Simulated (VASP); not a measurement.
# Fe (P6_3/mmc) in VASP: relaxation of cell and atoms with PBE

Aim: the relaxation of cell and atoms of Fe with PBE.

Everything below comes from runs of VASP 6.6.1. Logs are shortened: lines on timing, memory, paths and dates and some standing lists are left out, and cuts for length are marked.

## (1) The crystal as given

It takes space group P6_3/mmc (No. 194, hexagonal). Conventional cell: a = 2.620 Å, b = 2.620 Å, c = 8.449 Å, α = 90.00°, β = 90.00°, γ = 120.00°. Fe (site symmetry -3m) is surrounded by 12 Fe at 2.60 to 2.62 Å. Fe (site symmetry -6m2) is surrounded by 12 Fe at 2.60 to 2.62 Å.

The cell was built by a generator and needn't be a form met in nature.

## (2) Relaxation of cell and atoms, PBE, collinear spin, typed start

INCAR

```
SYSTEM = Fe
ALGO = Fast ; EDIFF = 1E-6
EDIFFG = -0.04 ; ENCUT = 600
GGA = PE ; IBRION = 2
ISIF = 3 ; ISMEAR = 0
ISPIN = 2 ; LASPH = .TRUE.
LCHARG = .FALSE. ; LMAXMIX = 4
LORBIT = 11 ; LREAL = .FALSE.
LWAVE = .FALSE. ; MAGMOM = 2.97 2.97 2.95 2.95
NELM = 150 ; NSW = 90
PREC = Accurate ; SIGMA = 0.1
```

KPOINTS

```
k-points
0
G
  9 9 2
  0 0 0
```

POSCAR

```
Fe
1.0
    2.6197627516      0.0000000000      0.0000000000
   -1.3098813758      2.2687810948      0.0000000000
    0.0000000000      0.0000000000      8.4492519439
Fe
4
Direct
    0.0000000000      0.0000000000      0.0000000000
    0.0000000000      0.0000000000      0.5000000000
    0.3333333333      0.6666666667      0.7500000000
    0.6666666667      0.3333333333      0.2500000000
```

Potentials or basis: VASP PAW PBE potentials, release 64 (Fe).

Run with:

```
$ cat potpaw_PBE.64/Fe/POTCAR > POTCAR
$ mpirun -np 1 vasp_std > vasp.out
```

OUTCAR:

```text
SYSTEM = Fe
   EDIFF = 1E-6
   EDIFFG = -0.04
   ENCUT = 600
   GGA = PE
   IBRION = 2
   ISIF = 3
   ISMEAR = 0
   ISPIN = 2
   LASPH = .TRUE.
   LORBIT = 11
   LREAL = .FALSE.
   NELM = 150
   NSW = 90
   PREC = Accurate

 ion  position               nearest neighbor table
   1  0.000  0.000  0.000-   3 2.60   4 2.60   4 2.60   3 2.60   4 2.60   3 2.60
   2  0.000  0.000  0.500-   3 2.60   4 2.60   4 2.60   3 2.60   4 2.60   3 2.60
   3  0.333  0.667  0.750-   1 2.60   2 2.60   1 2.60   2 2.60   1 2.60   2 2.60
   4  0.667  0.333  0.250-   1 2.60   2 2.60   1 2.60   2 2.60   1 2.60   2 2.60

  LATTYP: Found a hexagonal cell.
 ALAT       =     2.6197627516
 C/A-ratio  =     3.2251973728

  Lattice vectors:

 A1 = (   2.6197627516,   0.0000000000,   0.0000000000)
 A2 = (  -1.3098813758,   2.2687810948,   0.0000000000)
 A3 = (   0.0000000000,   0.0000000000,   8.4492519439)

Analysis of symmetry for initial positions (statically):
=====================================================================
 Subroutine PRICEL returns:
 Original cell was already a primitive cell.

 Routine SETGRP: Setting up the symmetry group for a
 hexagonal supercell.

 Subroutine GETGRP returns: Found 24 space group operations
 (whereof 12 operations were pure point group operations)
 out of a pool of 24 trial point group operations.

The static configuration has the point symmetry D_3d.
 The point group associated with its full space group is D_6h.

Analysis of symmetry for dynamics (positions and initial velocities):
=====================================================================
 Subroutine PRICEL returns:
 Original cell was already a primitive cell.

 Routine SETGRP: Setting up the symmetry group for a
 hexagonal supercell.

 Subroutine GETGRP returns: Found 24 space group operations
 (whereof 12 operations were pure point group operations)
 out of a pool of 24 trial point group operations.

The dynamic configuration has the point symmetry D_3d.
 The point group associated with its full space group is D_6h.

Analysis of structural, dynamic, and magnetic symmetry:
=====================================================================
 Subroutine PRICEL returns:
 Original cell was already a primitive cell.

 Routine SETGRP: Setting up the symmetry group for a
 hexagonal supercell.

 Subroutine GETGRP returns: Found 24 space group operations
 (whereof 12 operations were pure point group operations)
 out of a pool of 24 trial point group operations.

The overall configuration has the point symmetry D_3d.
 The point group associated with its full space group is D_6h.

 Subroutine INISYM returns: Found 24 space group operations
 (whereof 12 operations are pure point group operations),
 and found     1 'primitive' translations

----------------------------------------------------------------------------------------

                                     Primitive cell

  volume of cell :      50.2196

  direct lattice vectors                    reciprocal lattice vectors
     2.619762752  0.000000000  0.000000000     0.381713955  0.220382654  0.000000000
    -1.309881376  2.268781095  0.000000000     0.000000000  0.440765309  0.000000000
     0.000000000  0.000000000  8.449251944     0.000000000  0.000000000  0.118353673

  length of vectors
     2.619762752  2.619762752  8.449251944     0.440765309  0.440765309  0.118353673

  position of ions in fractional coordinates (direct lattice)
     0.000000000  0.000000000  0.000000000
     0.000000000  0.000000000  0.500000000
     0.333333333  0.666666667  0.750000000
     0.666666667  0.333333333  0.250000000

  ion indices of the primitive-cell ions
   primitive index   ion index
                 1           1
                 2           2
                 3           3
                 4           4

----------------------------------------------------------------------------------------

 KPOINTS: k-points

Automatic generation of k-mesh.
 Grid dimensions read from file:
 generate k-points for:    9    9    2

 Generating k-lattice:

  Cartesian coordinates                     Fractional coordinates (reciprocal lattice)
     0.042412662  0.024486962  0.000000000     0.111111111 -0.000000000  0.000000000
     0.000000000  0.048973923  0.000000000     0.000000000  0.111111111  0.000000000
     0.000000000  0.000000000  0.059176836     0.000000000  0.000000000  0.500000000

  Length of vectors
     0.048973923  0.048973923  0.059176836

  Shift w.r.t. Gamma in fractional coordinates (k-lattice)
     0.000000000  0.000000000  0.000000000

 Subroutine IBZKPT returns following result:
 ===========================================

 Found     24 irreducible k-points:

 Following reciprocal coordinates:
            Coordinates               Weight
  0.000000  0.000000  0.000000      1.000000
  0.111111 -0.000000  0.000000      6.000000
  0.222222  0.000000  0.000000      6.000000
  0.333333  0.000000  0.000000      6.000000
  0.444444  0.000000  0.000000      6.000000
  0.111111  0.111111  0.000000      6.000000
[... 16 lines left out ...]
  0.333333  0.222222  0.500000     12.000000
  0.333333  0.333333  0.500000      2.000000
   k-points           NKPTS =     24   k-points in BZ     NKDIM =     24   number of bands    NBANDS=     26
   number of dos      NEDOS =    301   number of ions     NIONS =      4
   total plane-waves  NPLWV =  40320
   dimension x,y,z NGX =    24 NGY =   24 NGZ =   70
   dimension x,y,z NGXF=    48 NGYF=   48 NGZF=  140
   ions per type =               4
   NGX,Y,Z   is equivalent  to a cutoff of  15.23, 15.23, 13.77 a.u.
   NGXF,Y,Z  is equivalent  to a cutoff of  30.46, 30.46, 27.55 a.u.
 SYSTEM =  Fe
   PREC   = accura    normal or accurate (medium, high low for compatibility)
   ISTART =      0    job   : 0-new  1-cont  2-samecut
   ICHARG =      2    charge: 1-file 2-atom 10-const
   ISPIN  =      2    spin polarized calculation?
   LNONCOLLINEAR =      F non collinear calculations
   LSORBIT =      F    spin-orbit coupling
   LASPH  =      T    aspherical Exc in radial PAW
   ENCUT  =  600.0 eV  44.10 Ry    6.64 a.u.   5.23  5.23 16.88*2*pi/ulx,y,z
   NELM   =    150;   NELMIN=  2; NELMDL= -5     # of ELM steps
   EDIFF  = 0.1E-05   stopping-criterion for ELM
   LREAL  =      F    real-space projection
   EDIFFG = -.4E-01   stopping-criterion for IOM
   NSW    =     90    number of steps for IOM
   IBRION =      2    ionic relax: 0-MD 1-quasi-New 2-CG
   NFREE  =      1    steps in history (QN), initial steepest desc. (CG)
   ISIF   =      3    stress and relaxation
   ISYM   =      2    0-nonsym 1-usesym 2-fastsym
   POTIM  = 0.5000    time-step for ionic-motion
   TEBEG  =    0.0;   TEEND  =   0.0 temperature during run
   PSTRESS=    0.0 pullay stress
   NELECT =      32.0000    total number of electrons
   NUPDOWN=      -1.0000    fix difference up-down
   EMIN   =  10.00;   EMAX   =-10.00  energy-range for DOS
   EFERMI =   0.00;   METHOD = LEGACY
   ISMEAR =     0;   SIGMA  =   0.10  broadening in eV -4-tet -1-fermi 0-gaus
   EFERMI_NEDOS =   21; number of points for ismear=-14 and -15
   IALGO  =     68    algorithm
   IMIX   =      4    mixing-type and parameters
     AMIX     =   0.40;   BMIX     =  1.00
     AMIX_MAG =   1.60;   BMIX_MAG =  1.00
  volume/ion in A,a.u.               =      12.55        84.72
  Fermi-wavevector in a.u.,A,eV,Ry     =   1.408750  2.662151 27.001798  1.984576
  Thomas-Fermi vector in A             =   2.530876
   LORBIT       =     11    0 simple, 1 ext, 2 COOP (PROOUT), +10 PAW based schemes
   GGA     = PE    functional components
   LHFCALC =     F    Hartree Fock is set to
   AEXX    =    0.0000 exact exchange contribution
   IVDW    =     0    specifies the selected vdW correction
   LEPSILON=     F    determine dielectric tensor
   LRPA    =     F    only Hartree local field effects (RPA)
 conjugate gradient relaxation of ions
 spin polarized calculation
 RMM-DIIS sequential band-by-band and
 Gauss-broadening in eV      SIGMA  =   0.10
  energy-cutoff  :      600.00
  volume of cell :       50.22
 maximum number of plane-waves:      1688
 NGX is ok and might be reduce to    24
   NGX = 11   NGY = 11   NGZ = 33

--------------------------------------- Ionic step        1  -------------------------------------------

 number of electron      31.9999999 magnetization      10.6104714

 Free energy of the ion-electron system (eV)
  ---------------------------------------------------
  ext. energy  EPLUGINS =         0.00000000
  ---------------------------------------------------
  free energy    TOTEN  =       -32.16540924 eV

  energy without entropy =      -32.13702896  energy(sigma->0) =      -32.15121910

------------------------ aborting loop because EDIFF is reached ----------------------------------------

  FORCE on cell =-STRESS in cart. coord.  units (eV):
  Direction    XX          YY          ZZ          XY          YZ          ZX
  --------------------------------------------------------------------------------------
  -------------------------------------------------------------------------------------
  Total       -2.5206199     -2.5206199     -0.7871460      0.0000000      0.0000000      0.0000000
  in kB      -80.4164912    -80.4164912    -25.1126791      0.0000000      0.0000000      0.0000000
  external PRESSURE =     -61.9818872 kB  Pullay stress =       0.0000000 kB
[... 293 lines left out ...]
  energy  without entropy=      -32.2449112437  energy(sigma->0) =      -32.25837916

--------------------------------------- Ionic step        9  -------------------------------------------

 number of electron      32.0000023 magnetization      10.2817310

 Free energy of the ion-electron system (eV)
  ---------------------------------------------------
  ext. energy  EPLUGINS =         0.00000000
  ---------------------------------------------------
  free energy    TOTEN  =       -32.27364896 eV

  energy without entropy =      -32.24573058  energy(sigma->0) =      -32.25968977

 E-fermi :   5.4865     XC(G=0): -12.7772

 val. band max:        5.4842550577   @ k =   0.2222   0.1111   0.0000
 cond. band min:       5.4924857431   @ k =   0.4444   0.1111   0.0000
 fundamental gap:      0.0082306855
 Fermi energy:         5.4864977766

 spin component 1

 k-point     1 :       0.0000    0.0000    0.0000
  band No.  band energies     occupation
      1      -2.8924      1.00000
      2      -0.9760      1.00000
      3      -0.9474      1.00000
      4       0.6142      1.00000
      5       2.6347      1.00000
      6       2.6989      1.00000
[... 685 lines left out ...]
     25      11.6626      0.00000
     26      11.6626      0.00000
 Fermi energy:         5.4864977766

 spin component 2

 k-point     1 :       0.0000    0.0000    0.0000
  band No.  band energies     occupation
      1      -2.6240      1.00000
      2      -0.6295      1.00000
      3      -0.6162      1.00000
      4       1.8668      1.00000
      5       4.4705      1.00000
      6       4.4944      1.00000
[... 716 lines left out ...]
  FREE ENERGIE OF THE ION-ELECTRON SYSTEM (eV)
  ---------------------------------------------------
  free  energy   TOTEN  =       -32.2736489597 eV

  energy  without entropy=      -32.2457305758  energy(sigma->0) =      -32.25968977

 reached required accuracy - stopping structural energy minimisation

 total charge

# of ion       s       p       d       tot
------------------------------------------
    1        0.475   0.490   6.204   7.168
    2        0.475   0.490   6.204   7.168
    3        0.474   0.492   6.200   7.166
    4        0.474   0.492   6.200   7.166
--------------------------------------------------
tot          1.897   1.965  24.806  28.668

 magnetization (x)

# of ion       s       p       d       tot
------------------------------------------
    1       -0.016  -0.039   2.613   2.558
    2       -0.016  -0.039   2.613   2.558
    3       -0.014  -0.041   2.621   2.565
    4       -0.014  -0.041   2.621   2.565
--------------------------------------------------
tot         -0.060  -0.161  10.467  10.246
```

It took 4.7 min on 1 thread of Intel Xeon 6975P-C (Granite Rapids), shared host; peak memory 0.25 GiB.

Results:

* Free energy: -32.2736 eV
* Relaxed volume: 12.02 Å³/atom
* Relaxed cell: a = 2.524 Å, b = 2.524 Å, c = 8.719 Å, α = 90.00°, β = 90.00°, γ = 120.00°
* Space group after relaxing (to 0.05 Å): P6_3/mmc (No. 194)
* Energy gained by relaxing: 27.1 meV/atom
* Ionic steps: 9
* Pressure after relaxing: 0.1 GPa
* Band gap on the k mesh: none (metal or under the smearing width)
* Net moment: 10.28 μB per cell
* Site moments: Fe +2.56 μB
* Valence electrons inside the program's atomic spheres: Fe 7.17

Stress tensor (GPa, compression positive):
```
0.11 0.00 0.00
0.00 0.11 0.00
0.00 0.00 0.02
```

Step by step:
| step | energy change (eV) | largest force (eV/Å) | pressure (GPa) | volume (Å³) |
| --- | --- | --- | --- | --- |
| 1 | 0.0000 | 0.0000 | -6.20 | 50.22 |
| 2 | -0.0666 | 0.0000 | 3.32 | 46.76 |
| 3 | -0.0711 | 0.0000 | 0.84 | 47.40 |
| 4 | -0.0871 | 0.0000 | 0.77 | 47.50 |
| 5 | -0.0988 | 0.0000 | 1.70 | 47.74 |
| 6 | -0.1057 | 0.0000 | 1.11 | 47.64 |
| 7 | -0.1067 | 0.0000 | 1.25 | 47.67 |
| 8 | -0.1064 | 0.0000 | -1.31 | 48.55 |
| 9 | -0.1082 | 0.0000 | 0.08 | 48.09 |

Final structure:
```
CELL_PARAMETERS angstrom
2.52372 0.00000 0.00000
-1.26186 2.18560 0.00000
0.00000 0.00000 8.71930
ATOMIC_POSITIONS crystal
Fe 0.00000 0.00000 0.00000
Fe 0.00000 0.00000 0.50000
Fe 0.33333 0.66667 0.75000
Fe 0.66667 0.33333 0.25000
```

Levels at points of the mesh, in eV from the Fermi level:
Spin up:
```csv
k point,band 19,band 20,band 21,band 22,band 23,band 24
"(0.00, 0.00, 0.00)",-1.19,-1.04,-1.04,-0.71,-0.68,-0.68
"(0.00, 0.00, 0.50)",-1.39,-1.39,-0.82,-0.82,-0.82,-0.82
```
Spin down:
```
           k point  band 6  band 7  band 8  band 9  band 10  band 11  band 12  band 13  band 14  band 15
(0.00, 0.00, 0.00)   -0.99   -0.53   -0.48    0.01     0.01     0.03     0.03     0.22     0.22     0.26
(0.00, 0.00, 0.50)   -1.01   -0.66   -0.66    0.06     0.06     0.06     0.06     0.20     0.20     0.20
```

Caveat: the k mesh is coarse (spacing up to 0.37 Å⁻¹), so the values aren't converged.
